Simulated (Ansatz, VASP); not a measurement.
Given: the input of a run of Ansatz 0.2.0 on HfC. 

The input input.yaml:

```yaml
crystal:
  lattice:
    - [0.0, 2.325, 2.325]
    - [2.325, 0.0, 2.325]
    - [2.325, 2.325, 0.0]
  atoms:
    - { symbol: Hf, position: [0.5, 0.5, 0.5] }
    - { symbol: C, position: [0.0, 0.0, 0.0] }
kpoints:
  mp_grid: { grid: [10, 10, 10] }
scf:
  occupations: { method: fermi_dirac, width: 0.05 }
hamiltonian:
  xc: revpbe
  dispersion: d3bj
  pseudopotentials: { kind: all_electron, lapw: { basis_error: 0.001 } }
output:
  forces: true
  stress: true
relax:
  f_tol: 0.005
  max_steps: 60
  cell: {}
```

Potentials or basis: all-electron LAPW, scalar-relativistic.

Run with:

```bash
$ ansatz run input.yaml --threads 1 --pin off --max-ram 3072MiB --backend cpu --events-out ev --progress --plain --runs-dir out
```

What does the same run look like in VASP 6.6.1? Potentials or basis there: PBE PAW files C, Hf_pv, 600 eV.

As run (cutoffs and basis follow the program's own potentials, and thresholds, step limits or extra output files can differ):

INCAR

```
PREC = Accurate
ENCUT = 600
EDIFF = 1E-6
ISMEAR = -1
SIGMA = 0.05
LREAL = False
LASPH = True
NELM = 60
ALGO = Normal
ISIF = 3
LWAVE = False
LCHARG = False
GGA = RE
IVDW = 12
IBRION = 2
NSW = 40
EDIFFG = -0.02
```

File KPOINTS:

```
regular mesh
0
Gamma
  10 10 10
```

The input POSCAR:

```
HfC
1.0
    0.0000000000      2.3250000000      2.3250000000
    2.3250000000      0.0000000000      2.3250000000
    2.3250000000      2.3250000000      0.0000000000
Hf C
1 1
Direct
    0.5000000000      0.5000000000      0.5000000000
    0.0000000000      0.0000000000      0.0000000000
```

Potentials or basis: VASP PAW PBE potentials, release 64 (Hf_pv, C).

Run with:

```console
$ cat potpaw_PBE.64/Hf_pv/POTCAR potpaw_PBE.64/C/POTCAR > POTCAR
$ mpirun -np 1 vasp_std > vasp.out
```

Both were run:

|  | Ansatz | VASP |
| --- | --- | --- |
| Relaxed volume | 12.26 Å³/atom | 12.23 Å³/atom |
| Relaxed cell | a = 3.261 Å, b = 3.261 Å, c = 3.261 Å, α = 60.00°, β = 60.00°, γ = 60.00° | a = 3.258 Å, b = 3.258 Å, c = 3.258 Å, α = 60.00°, β = 60.00°, γ = 60.00° |
| Space group after relaxing | Fm-3m (No. 225) | Fm-3m (No. 225) |
| Pressure after relaxing | 0.0 GPa | -0.1 GPa |

VASP's potentials were made for PBE.

Where Ansatz's input types no cutoff or centring, it takes its own default and a Γ-centred mesh.

Pressure is positive in compression.
